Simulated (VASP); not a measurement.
TiTe2:

```xyz
3
Lattice="3.0256 0.0000 0.0000 0.0000 3.0256 0.0000 0.0000 0.0000 9.3016" Properties=species:S:1:pos:R:3 pbc="T T T"
Ti    0.0000    0.0000    0.0000
Te    0.0000    0.0000    2.7376
Te    0.0000    0.0000    6.5641
```

The cell was built by a generator and needn't be a form met in nature.

- Program: VASP 6.6.1
- Task: relaxation of cell and atoms
- Functional: PBEsol
- Dispersion: D3(BJ)
- Potentials or basis: VASP PAW PBE potentials, release 64 (Ti_sv, Te)
- Cutoff: 600 eV
- k mesh: 9 × 9 × 3
- Occupations: fermi-dirac, width 0.05 eV
- Spin: no spin polarisation

At the start: pressure -2.3 GPa; volume 28.38 Å³/atom.

Question: How do energy, volume and symmetry change on relaxing?

Answer: Over 9 steps the energy falls by 9.7 meV/atom and the volume is 26.99 Å³/atom (-4.9 %); space group P4/mmm (No. 123, to 0.05 Å).

The path:
```csv
step,energy change (eV),largest force (eV/Å),pressure (GPa),volume (Å³)
1,0.0000,0.1071,-2.32,85.15
2,-0.0138,0.2988,1.58,80.18
3,-0.0238,0.1309,-0.06,82.07
4,-0.0250,0.0883,-0.01,81.85
5,-0.0253,0.0561,0.03,81.68
6,-0.0261,0.0504,0.03,81.59
7,-0.0280,0.0320,0.03,81.33
8,-0.0287,0.0124,0.05,80.80
9,-0.0290,0.0052,0.04,80.98
```

Final structure:
```yaml
crystal:
  lattice:
    - [2.98688, 0.00000, 0.00000]
    - [0.00000, 2.98688, 0.00000]
    - [0.00000, 0.00000, 9.07737]
  atoms:
    - { symbol: Ti, position: [0.00000, 0.00000, 0.00000] }
    - { symbol: Te, position: [0.00000, 0.00000, 0.29821] }
    - { symbol: Te, position: [0.00000, 0.00000, 0.70179] }
```

Caveat: the PAW data sets were made with another functional, which shifts forces and pressure a little.
